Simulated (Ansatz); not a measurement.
**B on Pd(110), ontop start, 2x2 cell: work function, bands and core levels**

Wanted: core-level shifts and unfolded surface bands for B on Pd(110), ontop start, 2x2 cell. Spin–orbit coupling is left out of the bands throughout.

Main program and level: Ansatz 0.2.0; DFT, PBE, plane-wave PAW, scalar-relativistic; PAW set soft_1.

Most raw output is cut from this account.

## 1. The structure

The cell holds 5 atoms: 5 Pd. Cell: a = 3.940 Å, b = 2.786 Å, c = 20.572 Å, α = 90.0°, β = 90.0°, γ = 90.0°. It derives from Pd. Vacuum lies along c.

## 2. The clean face

The clean face is the reference for what the added atoms change.

input.yaml

```yaml
crystal:
  lattice:
    - [3.94, 0.0, 0.0]
    - [0.0, 2.7860007179, 0.0]
    - [0.0, 0.0, 20.5720014357]
  atoms:
    - { symbol: Pd, position: [0.0, 0.0, 0.635426819] }
    - { symbol: Pd, position: [0.5, 0.5, 0.56771341] }
    - { symbol: Pd, position: [0.0, 0.0, 0.5] }
    - { symbol: Pd, position: [0.5, 0.5, 0.43228659] }
    - { symbol: Pd, position: [0.0, 0.0, 0.364573181] }
kpoints:
  mp_grid: { grid: [10, 14, 1] }
scf:
  occupations: { method: fermi_dirac, width: 0.05 }
  n_extra_bands: 12
hamiltonian:
  xc: pbe
  pseudopotentials: { kind: paw, azcp: { folder: soft_1 } }
output:
  forces: true
  write_potential: true
  volumetric_format: []
  dos:
    projected: true
    de: 0.05
    e_range: [-30, 12]
    method: { smearing: { sigma: 0.1, scheme: gaussian } }
efield:
  axis: 3
  dipole_correction: true
relax:
  f_tol: 0.03
  max_steps: 50
  constraints: [{ sites: [2, 3, 4] }]
```

Command:

```console
> ansatz run input.yaml --threads 8 --pin off --max-ram 40960MiB --backend cuda --events-out ev --progress --plain --runs-dir out
```

Elapsed: 4 s, on 1 × NVIDIA GB200 with 8 threads of Arm Neoverse V2, shared host; peak memory 1.3 GiB.

Step by step:

```
step  energy less that of the first step (eV)  largest force component (eV/Å)
   1                                   0.0000                          0.5004
   2                                  -0.0293                          0.2227
   3                                  -0.0335                          0.0253
   4                                  -0.0335                          0.0254
```

Forces are held to the 4 operations that the run works with; a distortion that breaks them can't arise in this run.

The atoms that moved most (Å):

```
atom     dx     dy      dz  length
 Pd1  0.000  0.000  -0.076   0.076
 Pd2  0.000  0.000   0.065   0.065
```

The relaxed structure:

```cif
data_structure
_symmetry_space_group_name_H-M 'P 1'
_symmetry_Int_Tables_number 1
_cell_length_a 3.9400
_cell_length_b 2.7860
_cell_length_c 20.5720
_cell_angle_alpha 90.000
_cell_angle_beta 90.000
_cell_angle_gamma 90.000
_cell_volume 225.82
loop_
_atom_site_label
_atom_site_type_symbol
_atom_site_fract_x
_atom_site_fract_y
_atom_site_fract_z
_atom_site_occupancy
Pd1 Pd 0.00000 0.00000 0.63173 1
Pd2 Pd 0.50000 0.50000 0.57087 1
Pd3 Pd 0.00000 0.00000 0.50000 1
Pd4 Pd 0.50000 0.50000 0.43229 1
Pd5 Pd 0.00000 0.00000 0.36457 1
```

This step gave:

```
free energy                                    : -34862.3719 eV
energy at zero smearing                        : -34862.3170 eV
smearing term TS                               : 0.1097 eV
Fermi energy                                   : 3.173 eV
symmetry operations                            : 4
zero of energy                                 : Fermi level
share of occupied states in no projected shell : 0.0614 of the occupied states in the window
DOS at the Fermi level                         : 13.93 states/eV/cell
work function, upper face                      : 4.769 eV
work function, lower face                      : 4.755 eV
```

This run's widths, added to any smearing of the DOS itself: Gaussian 0.6 eV, Lorentzian 0.1 eV plus 0.08 an eV of depth. Table of intensity by binding energy, zero at the Fermi level; values in % of the maximum within 13 eV:

```
binding energy (eV)  21.2 eV  60 eV  100 eV  1486.7 eV  8047.8 eV
              -1.25     1.96   1.94    1.95       1.96       1.96
              -1.00     2.56   2.54    2.55       2.56       2.57
              -0.75     3.92   3.88    3.90       3.92       3.92
              -0.50     8.79   8.70    8.74       8.79       8.79
              -0.25     25.7   25.4    25.5       25.7       25.6
               0.00     58.9   58.6    58.7       58.8       58.7
               0.25     89.7   89.7    89.7       89.6       89.4
               0.50     99.7   99.7    99.7       99.7       99.7
               0.75     96.2   95.7    95.8       96.5       96.7
               1.00     92.9   92.3    92.5       93.2       93.5
               1.25     90.8   91.2    91.0       90.9       91.0
               1.50     88.6   89.8    89.4       88.4       88.4
               1.75     89.7   90.5    90.3       89.5       89.4
               2.00     92.9   92.6    92.8       92.9       92.9
               2.25     92.3   91.2    91.6       92.4       92.3
               2.50     87.8   86.3    86.9       87.9       87.8
               2.75     83.9   82.4    83.0       84.0       83.9
               3.00     79.7   78.3    78.9       79.6       79.5
               3.25     72.9   71.5    72.2       72.7       72.5
               3.50     66.8   64.6    65.7       66.7       66.6
               3.75     63.0   59.7    61.1       63.2       63.3
               4.00     58.6   54.7    56.4       59.0       59.3
               4.25     50.9   47.1    48.8       51.2       51.7
               4.50     38.8   36.0    37.3       39.1       39.6
               4.75     25.3   23.5    24.4       25.4       25.9
               5.00     14.7   13.7    14.3       14.7       15.2
               5.25     8.50   8.00    8.34       8.55       8.97
               5.50     5.40   5.09    5.34       5.45       5.83
               5.75     3.78   3.56    3.76       3.82       4.15
               6.00     2.82   2.66    2.80       2.85       3.11
               6.25     2.19   2.07    2.17       2.21       2.38
               6.50     1.76   1.67    1.74       1.78       1.88
               6.75     1.46   1.39    1.44       1.47       1.53
               7.00     1.24   1.18    1.22       1.24       1.28
               7.25     1.07   1.02    1.05       1.07       1.10
               7.50    0.932  0.892   0.915      0.936      0.955
               7.75        -      -       -          -          -
```

The planar mean, electrostatic potential oscillates, so the rows of the table below give means over windows of 1.43 Å about each position, cut where the curve ends. Its maxima inside the range that stand out by 2 % of the span (Å: eV): 8.1: -6.37, 9.6: -6.71, 11.0: -5.68, 12.4: -8.77. Its minima: 7.6: -9.68, 8.9: -10.2, 10.3: -10.2, 11.7: -10.4, 13.0: -10.1.

From the Fermi level. Planar mean, electrostatic potential against z; means over each step:

z (Å), planar mean, electrostatic potential (eV) and a bar from the least value:
```
     0.71        4.8 ##############################
     2.15        4.8 ##############################
     3.58        4.8 ##############################
     5.01        4.7 ##############################
     6.44        1.4 #######################
     7.87       -7.9 ###
     9.30       -8.4 ##
    10.73       -7.9 ###
    12.16       -9.4 
    13.59       -3.1 #############
    15.02        4.5 ##############################
    16.45        4.8 ##############################
    17.88        4.8 ##############################
    19.31        4.8 ##############################
```

The spectra weight each projected shell by its atomic cross section (Dirac–Hartree–Slater) and angular factor, for linear light with the analyser at 54.7° from the polarisation. Broadening, on top of any smearing of the DOS itself: a Gaussian of 0.6 eV and a Lorentzian of 0.1 eV plus 0.08 times the binding energy (full widths), Fermi edge at 77 K. Each atom is damped by exp[−depth/(λ cos θ)], θ = 60° from the normal, λ from the universal curve. Curves are cut 10 eV under the photon energy, above any shell that the free atom's threshold puts out of reach, or at the lower edge of the window: 7.8 eV at 21.2 eV, 7.8 eV at 60 eV, 7.8 eV at 100 eV, 7.8 eV at 1486.7 eV and 7.8 eV at 8047.8 eV. Dipole terms alone, which is rough above 3 keV; no background, satellites or final-state effects.

Share of each shell in the spectrum's area (%), by photon energy:

```
shell  21.2 eV  60 eV  100 eV  1486.7 eV  8047.8 eV
Pd 4d     99.9  100.0    99.6       99.7       98.6
```

At the Fermi level the DOS is 13.93 states/eV a cell, and on the broadened curves Pd 4d holds 95 % of the total there.

## 3. Relaxation

System of this step: B3Pd20. The cell holds 23 atoms: 3 B and 20 Pd. Its edges and angles: a = 7.880 Å, b = 5.572 Å, c = 22.522 Å, α = 90.0°, β = 90.0°, γ = 90.0°. It derives from Pd. How the cell was made: adsorbate; added: B; site: ontop; coverage 0.75 monolayer; cell: 2x2; on one face. Regions: ad, 3 atoms (3 B); L1, 4 atoms (4 Pd); L2, 4 atoms (4 Pd); L3, 4 atoms (4 Pd); rest, 8 atoms (8 Pd). Vacuum lies along c.

Levels and vacuum steps follow bond lengths, so the atoms are relaxed first. 12 atoms are held to stand for the bulk. A dipole correction cancels the field between unlike faces.

input.yaml

```yaml
crystal:
  lattice:
    - [7.88, 0.0, 0.0]
    - [0.0, 5.5720014357, 0.0]
    - [0.0, 0.0, 22.5220014357]
  atoms:
    - { symbol: B, position: [0.001049741, 0.0, 0.666992295] }
    - { symbol: B, position: [0.501781014, 0.5, 0.666992295] }
    - { symbol: B, position: [0.002526967, 0.5, 0.666992295] }
    - { symbol: Pd, position: [0.0, 0.0, 0.580410292] }
    - { symbol: Pd, position: [0.5, 0.0, 0.580410292] }
    - { symbol: Pd, position: [0.0, 0.5, 0.580410292] }
    - { symbol: Pd, position: [0.5, 0.5, 0.580410292] }
    - { symbol: Pd, position: [0.25, 0.25, 0.518559645] }
    - { symbol: Pd, position: [0.75, 0.25, 0.518559645] }
    - { symbol: Pd, position: [0.25, 0.75, 0.518559645] }
    - { symbol: Pd, position: [0.75, 0.75, 0.518559645] }
    - { symbol: Pd, position: [0.0, 0.0, 0.456708998] }
    - { symbol: Pd, position: [0.5, 0.0, 0.456708998] }
    - { symbol: Pd, position: [0.0, 0.5, 0.456708998] }
    - { symbol: Pd, position: [0.5, 0.5, 0.456708998] }
    - { symbol: Pd, position: [0.25, 0.25, 0.394858351] }
    - { symbol: Pd, position: [0.75, 0.25, 0.394858351] }
    - { symbol: Pd, position: [0.25, 0.75, 0.394858351] }
    - { symbol: Pd, position: [0.75, 0.75, 0.394858351] }
    - { symbol: Pd, position: [0.0, 0.0, 0.333007705] }
    - { symbol: Pd, position: [0.5, 0.0, 0.333007705] }
    - { symbol: Pd, position: [0.0, 0.5, 0.333007705] }
    - { symbol: Pd, position: [0.5, 0.5, 0.333007705] }
kpoints:
  mp_grid: { grid: [4, 6, 1] }
scf:
  occupations: { method: fermi_dirac, width: 0.05 }
  n_extra_bands: 17
hamiltonian:
  xc: pbe
  pseudopotentials: { kind: paw, azcp: { folder: soft_1 } }
output:
  forces: true
  write_potential: true
  volumetric_format: []
efield:
  axis: 3
  dipole_correction: true
relax:
  f_tol: 0.03
  max_steps: 45
  constraints: [{ sites: [11, 12, 13, 14, 15, 16, 17, 18, 19, 20, 21, 22] }]
```

The job ended after 9.1 s (1 × NVIDIA GB200 with 8 threads; peak memory 1.7 GiB).

The steps of the relaxation:

```
step  energy less that of the first step (eV)  largest force component (eV/Å)
   1                                   0.0000                          2.3600
   2                                  -0.4413                          1.3776
   3                                  -0.5587                          0.4807
   4                                  -0.5698                          0.0602
   5                                  -0.5718                          0.0063
```

Forces are held to the 2 operations that the run works with; a distortion that breaks them can't arise in this run.

The atoms that moved most (Å):

```
atom      dx      dy      dz  length
  B2  -0.020   0.000  -0.127   0.128
  B1  -0.003   0.000  -0.078   0.078
  B3  -0.014   0.000  -0.076   0.077
 Pd6   0.001   0.000   0.066   0.066
 Pd4   0.000   0.000   0.065   0.065
 Pd5   0.000   0.000  -0.057   0.057
Pd11   0.010   0.001   0.055   0.056
 Pd9   0.010  -0.001   0.055   0.056
```

This step gave:

| Property | Result |
| --- | --- |
| free energy | -139910.9047 eV |
| energy at zero smearing | -139910.7315 eV |
| smearing term TS | 0.3462 eV |
| Fermi energy | 2.637 eV |
| symmetry operations | 2 |
| work function, upper face | 5.372 eV |
| work function, lower face | 4.774 eV |

The relaxation ends 25 meV an atom lower, with a largest force component of 0.0063 eV/Å on the free atoms. Between step 2 and this run (23 atoms) the value for the work function, upper face moves from 4.77 eV to 5.37 eV (+13 %).

## 4. Layer-resolved bands, DOS and potential

The main run: bands along the zone's path, each state's share in the top and middle regions, the DOS and the planar potential. The cell holds 4 small cells, so the bands are unfolded.

input.yaml

```yaml
crystal:
  lattice:
    - [7.88, 0.0, 0.0]
    - [0.0, 5.5720014357, 0.0]
    - [0.0, 0.0, 22.5220014357]
  atoms:
    - { symbol: B, position: [0.0006495969, 0.0, 0.6635414487] }
    - { symbol: B, position: [0.499203142, 0.5, 0.6613658682] }
    - { symbol: B, position: [0.000736064, 0.5, 0.6636117708] }
    - { symbol: Pd, position: [4.74542e-05, 0.0, 0.5832747474] }
    - { symbol: Pd, position: [0.4999944111, 0.0, 0.5778893614] }
    - { symbol: Pd, position: [6.49638e-05, 0.5, 0.583344684] }
    - { symbol: Pd, position: [0.4999805228, 0.5, 0.5821735762] }
    - { symbol: Pd, position: [0.2487937389, 0.2498696493, 0.5209652346] }
    - { symbol: Pd, position: [0.7512316742, 0.2498748682, 0.5209870617] }
    - { symbol: Pd, position: [0.2487937389, 0.7501303507, 0.5209652346] }
    - { symbol: Pd, position: [0.7512316742, 0.7501251318, 0.5209870617] }
    - { symbol: Pd, position: [0.0, 0.0, 0.456708998] }
    - { symbol: Pd, position: [0.5, 0.0, 0.456708998] }
    - { symbol: Pd, position: [0.0, 0.5, 0.456708998] }
    - { symbol: Pd, position: [0.5, 0.5, 0.456708998] }
    - { symbol: Pd, position: [0.25, 0.25, 0.394858351] }
    - { symbol: Pd, position: [0.75, 0.25, 0.394858351] }
    - { symbol: Pd, position: [0.25, 0.75, 0.394858351] }
    - { symbol: Pd, position: [0.75, 0.75, 0.394858351] }
    - { symbol: Pd, position: [0.0, 0.0, 0.333007705] }
    - { symbol: Pd, position: [0.5, 0.0, 0.333007705] }
    - { symbol: Pd, position: [0.0, 0.5, 0.333007705] }
    - { symbol: Pd, position: [0.5, 0.5, 0.333007705] }
kpoints:
  mp_grid: { grid: [6, 8, 1] }
scf:
  occupations: { method: fermi_dirac, width: 0.05 }
  n_extra_bands: 25
hamiltonian:
  xc: pbe
  pseudopotentials: { kind: paw, azcp: { folder: soft_1 } }
output:
  forces: true
  write_potential: true
  volumetric_format: []
  dos:
    projected:
      site_lists:
        adsorbate: [0, 1, 2]
        layer_1: [3, 4, 5, 6]
        layer_2: [7, 8, 9, 10]
        layer_3: [11, 12, 13, 14]
        other_layers: [15, 16, 17, 18, 19, 20, 21, 22]
    de: 0.05
    e_range: [-30, 12]
    method: { smearing: { sigma: 0.15, scheme: gaussian } }
  eigenstates:
    kpoints:
      - [0.0, 0.0, 0.0]
      - [-0.125, 0.0, 0.0]
      - [-0.25, 0.0, 0.0]
      - [-0.375, 0.0, 0.0]
      - [0.5, 0.0, 0.0]
      - [0.375, 0.0, 0.0]
      # [... 9 more points ...]
      - [0.0, -0.2, 0.0]
      - [0.0, -0.1, 0.0]
    e_range: [-8.0, 4.0]
    unfold:
      supercell_matrix: [[2, 0, 0], [0, 2, 0], [0, 0, 1]]
      layers:
        axis: 3
        edges: [0.155404, 0.441245, 0.441345, 0.560648, 0.560748, 0.841214]
efield:
  axis: 3
  dipole_correction: true
```

Wall time 6.8 s (1 × NVIDIA GB200 with 8 threads); peak memory 3.9 GiB; 27 s of CPU time.

This step gave:

| Item | Value |
| --- | --- |
| free energy | -139910.9041 eV |
| energy at zero smearing | -139910.7328 eV |
| smearing term TS | 0.3426 eV |
| Fermi energy | 2.643 eV |
| share of occupied states in no projected shell | 0.0553 of the occupied states in the window |
| DOS at the Fermi level | 40.10 states/eV/cell |
| work function, upper face | 5.368 eV |
| work function, lower face | 4.773 eV |

A(k,E), total over k along the path and E. Zero: Fermi level.

Values in eV⁻¹, 12 rows by 16 columns, each cell a mean:
```
1.59 1.12 0.84 0.85 1.04 1.32 1.05 1.47 2.76 1.95 1.51 1.38 1.65 1.49 1.32 1.66
1.26 1.36 1.33 1.08 0.82 0.44 0.94 1.46 1.04 1.07 1.24 1.32 1.35 1.68 1.60 1.48
1.66 1.46 0.84 0.62 0.70 1.14 1.11 1.53 0.90 0.95 0.92 0.94 1.46 1.79 1.83 1.68
5.55 4.36 3.90 4.17 3.83 3.32 4.75 5.20 5.29 4.40 4.58 4.73 3.08 1.79 2.98 5.13
5.55 5.85 5.95 5.71 6.15 6.29 6.28 5.26 5.19 5.17 4.52 4.52 5.41 4.74 5.29 5.68
5.75 6.15 5.90 5.47 5.18 5.48 4.06 2.94 3.07 4.64 4.79 4.14 4.58 6.77 6.29 5.66
5.62 5.32 5.42 5.62 5.57 4.64 4.32 4.62 4.35 3.56 4.22 5.09 5.94 6.95 6.57 5.83
3.22 3.17 3.24 3.49 4.15 5.38 4.72 3.76 3.79 4.31 4.81 4.84 4.90 5.29 4.72 3.39
3.58 3.39 3.36 3.31 2.90 2.56 3.50 3.96 3.94 3.71 3.03 2.74 2.28 1.33 2.29 3.46
0.58 1.00 1.15 0.92 1.04 0.84 0.48 0.90 1.01 0.78 0.68 0.64 0.40 0.25 0.30 0.50
0.55 0.50 0.51 0.71 0.52 0.58 0.72 0.54 0.46 0.45 0.44 0.45 0.63 0.71 0.58 0.56
0.41 0.50 0.63 0.71 0.68 0.39 0.14 0.12 0.11 0.11 0.10 0.10 0.11 0.15 0.33 0.39
```
Columns: k along the path (Å⁻¹) from 0 to 3.85 (not evenly spaced); rows upwards: E (eV) from -7.7 to 3.18.

A(k,E), top over k along the path and E. Zero: Fermi level.

Ten even steps from '_' (0.03 eV⁻¹) to '@' (1.57 eV⁻¹), each cell a mean:
```
==--::__....__..::::----==**++------::::::::::::------==++::--==--..--====
------::--..------------::..====--::----------::::....::==##**..--==::::--
----::--..--==--::::..........==--::......::::::--------::--==++::--++----
--::--..::--........______..::--::::::::::::::::::::::::----::::++--..----
..::::::::____________....--::..::..__..............__..======::..----....
------==::::....::::::::::......------------------------......----..::==--
======----------------::::::::==--====++++++==========--::......::==----==
++++====++++++==============++++****##**++++++****######++==--------++**++
******++++++++++******++++++++++======++++++++++++**++****++------==++****
######**++++++++++++++++++++++==++========++**++++++++++**%%**++++****####
%%####%%%%%%########********++++==------==========------==++%%@@%%##%%%%%%
%%%%%%%%%%%%##%%%%%%##****++++========++========----------==##%%@@@@@@%%%%
++++++++****++++==++****%%@@@@%%****++++++++============++**%%@@%%##**++++
==++++++++++****######%%%%@@@@@@%%%%########**##%%@@@@@@%%##**##@@##++====
==========++++******##%%%%##++==========++++******++++++##%%%%##++++**++==
++++**********++++++++==::::------======--======++++++++==::::::::--==++++
::::::::......::::....__......::------------::::..........__________..::::
________....__________..________........................__________________
______________......________..::----------------------------..____________
------::::..............::==++--::........................::==++==--------
::::::::--------::--======::__________________________________..::::::::::
..........::::::::::..________________________________________________....
```
Columns: k along the path (Å⁻¹) from 0 to 3.85 (not evenly spaced); rows upwards: E (eV) from -7.7 to 3.18.

A(k,E), middle over k along the path and E. Zero: Fermi level.

Ten even steps from '0' (0.03 eV⁻¹) to '9' (2.97 eV⁻¹), each cell a mean:
```
0000000000000000012211111111100110000
0010100000000000004433211000111011000
0101011000000000011111111111001101210
1110000000000001021110111111110121011
1111100000000100110000000000122102201
2222111111112112433222222221001221132
7665444445444458677776556787421123347
7877666555566788888766554334665444787
6667777778898887543455555555675446766
5566555666556754333346654333457677655
7778987666666643332345677766668987667
8888999887654333456544455555667889998
6654444556654455555443323566788888776
4433222333467754333333346788777886444
2223445445567776544456886444567654322
5545555544433356778777655554321124555
3343111111002222233322110000000000133
0001221000121000000000000000000000000
0000001111100000000000000000000000000
0000000000000000000000000000000000000
0000000000000000000000000000000000000
0000000000000000000000000000000000000
```
Columns: k along the path (Å⁻¹) from 0 to 3.85 (not evenly spaced); rows upwards: E (eV) from -7.7 to 3.18.

A(k,E), bottom over k along the path and E. Zero: Fermi level.

Values in eV⁻¹, 12 rows by 16 columns, each cell a mean:
```
0.78 0.50 0.33 0.21 0.29 0.45 0.21 0.53 1.28 0.82 0.61 0.53 0.53 0.47 0.53 0.82
0.42 0.60 0.48 0.45 0.35 0.15 0.24 0.53 0.24 0.24 0.32 0.38 0.43 0.63 0.59 0.49
0.82 0.59 0.36 0.29 0.32 0.49 0.46 0.55 0.26 0.25 0.29 0.33 0.47 0.66 0.77 0.82
2.91 2.25 2.06 2.20 2.08 1.78 2.45 2.53 2.56 2.16 2.20 2.21 1.61 0.88 1.50 2.73
2.54 2.82 2.87 2.81 2.95 3.01 3.00 2.52 2.50 2.54 2.10 2.10 2.61 2.55 2.66 2.59
2.56 2.78 2.77 2.49 2.33 2.54 1.82 1.29 1.34 2.02 2.18 1.87 1.94 3.13 2.97 2.53
2.07 1.99 2.10 2.35 2.52 2.17 1.99 2.08 1.97 1.66 2.12 2.70 3.05 3.11 2.63 2.16
1.45 1.41 1.34 1.28 1.42 1.88 1.79 1.61 1.64 1.82 1.87 1.70 1.63 1.76 1.82 1.50
1.23 1.13 1.10 1.13 0.96 0.86 1.19 1.35 1.33 1.21 0.92 0.81 0.67 0.35 0.68 1.19
0.17 0.34 0.45 0.36 0.41 0.31 0.12 0.16 0.17 0.12 0.10 0.10 0.08 0.07 0.09 0.14
0.05 0.06 0.11 0.23 0.14 0.06 0.05 0.05 0.05 0.05 0.04 0.04 0.04 0.04 0.04 0.05
0.03 0.03 0.04 0.05 0.04 0.03 0.03 0.03 0.03 0.03 0.02 0.02 0.02 0.02 0.03 0.03
```
Columns: k along the path (Å⁻¹) from 0 to 3.85 (not evenly spaced); rows upwards: E (eV) from -7.7 to 3.18.

(Continued in part 2 of 3.)

[Logs are printed without paths, hosts, clocks, repeated set-up lines and the standing remarks that a program may print on its own settings, such as how far it seeks lower states.]

[Hosts, paths, dates, database ids (printed as entryN), source tags and the programs' standing remarks are cut or masked in the printed files.]

[Maps of the electrostatic potential energy from Ansatz leave out the sawtooth potential of an applied field or a dipole correction, so their vacuum need not be flat; work functions include it.]
